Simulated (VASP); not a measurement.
Calculation: PBEsol GGA, VASP's PBE PAW potentials (set 64) (plane waves; VASP).

Input for VASP

INCAR:
```
ALGO = Normal
EDIFF = 1E-7
ENCUT = 400
GGA = PS
ICHARG = 11
ISMEAR = 0
ISPIN = 2
LASPH = .TRUE.
LCHARG = .FALSE.
LMAXMIX = 6
LORBIT = 11
LREAL = .FALSE.
LWAVE = .FALSE.
MAGMOM = 1.8 0.4
NELM = 100
PREC = Accurate
SIGMA = 0.05
SYSTEM = CoPt
```

File KPOINTS:
```
k-points along high-symmetry lines
10
Line-mode
Reciprocal
  0.000000   0.000000   0.000000 ! GAMMA
  0.000000   0.500000   0.000000 ! X

  0.000000   0.500000   0.000000 ! X
  0.500000   0.500000   0.000000 ! M

  0.500000   0.500000   0.000000 ! M
  0.000000   0.000000   0.000000 ! GAMMA

  0.000000   0.000000   0.000000 ! GAMMA
  0.000000   0.000000   0.500000 ! Z

  0.000000   0.000000   0.500000 ! Z
  0.000000   0.500000   0.500000 ! R

  0.000000   0.500000   0.500000 ! R
  0.500000   0.500000   0.500000 ! A

  0.500000   0.500000   0.500000 ! A
  0.000000   0.000000   0.500000 ! Z

  0.000000   0.500000   0.000000 ! X
  0.000000   0.500000   0.500000 ! R

  0.500000   0.500000   0.000000 ! M
  0.500000   0.500000   0.500000 ! A
```

File POSCAR:
```
CoPt
7.3080710
  0.3637396922   0.0000000000   0.0000000000
  0.0000000000   0.3637396922   0.0000000000
  0.0000000000   0.0000000000   0.4999999990
Co Pt
1 1
Direct
  0.0000000000   0.0000000000   0.0000000000
  0.5000000000   0.5000000000   0.5000000000
```

POTCAR, in this order: Co Pt (PBE.64 set). Program: vasp_std. Read from the step before: CHGCAR.

The run wrote:

**OSZICAR**
```
       N       E                     dE             d eps       ncg     rms          rms(c)
DAV:   1     0.857627011936E+02    0.85763E+02   -0.76293E+03  5174   0.125E+03
DAV:   2    -0.108767450819E+02   -0.96639E+02   -0.89411E+02  5310   0.259E+02
DAV:   3    -0.137316623113E+02   -0.28549E+01   -0.28140E+01  5886   0.554E+01
DAV:   4    -0.137702973149E+02   -0.38635E-01   -0.38621E-01  6528   0.544E+00
DAV:   5    -0.137712579116E+02   -0.96060E-03   -0.96057E-03  6122   0.857E-01
DAV:   6    -0.137713167348E+02   -0.58823E-04   -0.58824E-04  7440   0.163E-01
DAV:   7    -0.137713171782E+02   -0.44339E-06   -0.44322E-06  5762   0.129E-02
DAV:   8    -0.137713171888E+02   -0.10602E-07   -0.10699E-07  4350   0.164E-03
   1 F= -.13771317E+02 E0= -.13769988E+02  d E =-.265803E-02  mag=     2.1950
```

OUTCAR:
```



 magnetization (x)

# of ion       s       p       d       tot
------------------------------------------
    1        0.001  -0.002   1.797   1.795
    2       -0.008  -0.034   0.461   0.419
--------------------------------------------------
tot         -0.008  -0.036   2.258   2.214
```
(Selected blocks of OUTCAR.)

OUTCAR:
```
 val. band max:       11.1438293800   @ k =   0.0000   0.5000   0.4444

 cond. band min:      11.1527824967   @ k =   0.4444   0.5000   0.0000



 spin component 1

 k-point     1 :       0.0000    0.0000    0.0000
  band No.  band energies     occupation
      1       0.8687      1.00000
      2       4.3287      1.00000
      3       4.3495      1.00000
      4       7.4965      1.00000
      5       7.4965      1.00000
      6       8.0091      1.00000
      7       9.0068      1.00000
      8       9.3457      1.00000
      9      10.5587      1.00000
     10      10.6546      1.00000
     11      10.6546      1.00000
     12      13.2091      0.00000
     13      21.2252      0.00000
     14      23.1253      0.00000

 k-point     2 :       0.0000    0.0556    0.0000
  band No.  band energies     occupation
      1       0.9551      1.00000
      2       4.3692      1.00000
      3       4.4172      1.00000
      4       7.4554      1.00000
      5       7.5208      1.00000
      6       8.0311      1.00000
      7       8.9854      1.00000
      8       9.3438      1.00000
      9      10.3485      1.00000
     10      10.4770      1.00000
     11      10.6329      1.00000
     12      13.5984      0.00000
     13      21.1471      0.00000
     14      22.6861      0.00000

 k-point     3 :       0.0000    0.1111    0.0000
  band No.  band energies     occupation
      1       1.2076      1.00000
      2       4.4650      1.00000
      3       4.6396      1.00000
      4       7.3325      1.00000
      5       7.5931      1.00000
      6       8.0905      1.00000
      7       8.9236      1.00000
      8       9.3445      1.00000
      9       9.7364      1.00000
     10      10.2507      1.00000
     11      10.5681      1.00000
     12      14.4641      0.00000
     13      20.7098      0.00000
     14      21.8893      0.00000

 k-point     4 :       0.0000    0.1667    0.0000
...
```

The density is held fixed in this step, so its total energy and stress have no physical meaning. Unless said otherwise, spin-orbit coupling is left out, though it shifts the bands of the heavy elements here.

The compound is CoPt in the L1_0 structure. It was relaxed first.
